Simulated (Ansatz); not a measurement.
**Structure optimisation: selenium, simple cubic**

The calculation used Ansatz, DFT, PBE, plane waves (420 eV) with PAW, scalar-relativistic.

k-point mesh 11×11×11, Fermi-Dirac smearing 0.1 eV, no spin polarisation. Cell and atoms relax.

Starting structure:

```yaml
crystal:
  lattice:
    - [2.8664900032, 0.0, 0.0]
    - [0.0, 2.8664900032, 0.0]
    - [0.0, 0.0, 2.8664900032]
  atoms:
    - { symbol: Se, position: [0.0, 0.0, 0.0] }
hamiltonian:
  xc: pbe
  pseudopotentials:
    kind: paw
    azcp:
      Se: "pseudopotentials/Se.paw.azcp"
basis:
  ecutwfc: 420
  fft_grid_basis: typed
kpoints:
  mp_grid: { grid: [11, 11, 11], shift: [0, 0, 0] }
magnetization:
  spin_polarized: false
scf:
  occupations: { method: fermi_dirac, width: 0.1 }
relax:
  max_steps: 60
  f_tol: 0.01
  cell: {}
```

Q: What cell does the relaxation end in?

A: Pm-3m with a = 2.831 Å; 22.68 Å³ per atom against 23.55 at the start (-3.7 %).

Q: How much energy does the relaxation gain?

A: 6.9 meV per atom.
